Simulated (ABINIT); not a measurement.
Crystal: Ga.

```
Ga
1.0
     2.77842    0.00000    0.00000
     0.00000    3.28161    0.00000
    -1.34343    0.00000    3.99027
Ga
2
Direct
  0.13460 0.75000 0.77017
  0.86540 0.25000 0.22983
```

This isn't the form of Ga at room conditions, which is orthorhombic.

Base run:

```yaml
Program: ABINIT 10.8.3 (patched build)
Functional: revPBE
Potentials_or_basis: Ansatz PAW PBE default generated set, frozen core
Cutoff: 490 eV
k_mesh: 10 × 8 × 7
Occupations: fermi-dirac, width 0.05 eV
Spin: no spin polarisation
```

Its results: band gap on the k mesh none (metal or under the smearing width); pressure 4.5 GPa; largest force 0.090 eV/Å.

Task: The run is repeated on the same cell with these changes: functional from revPBE to SCAN. What comes out?

Result: Band gap on the k mesh none (metal or under the smearing width); pressure -1.0 GPa; largest force 0.024 eV/Å.

Caveats: the PAW data sets were made with another functional, which shifts forces and pressure a little; the atomic spheres overlap.
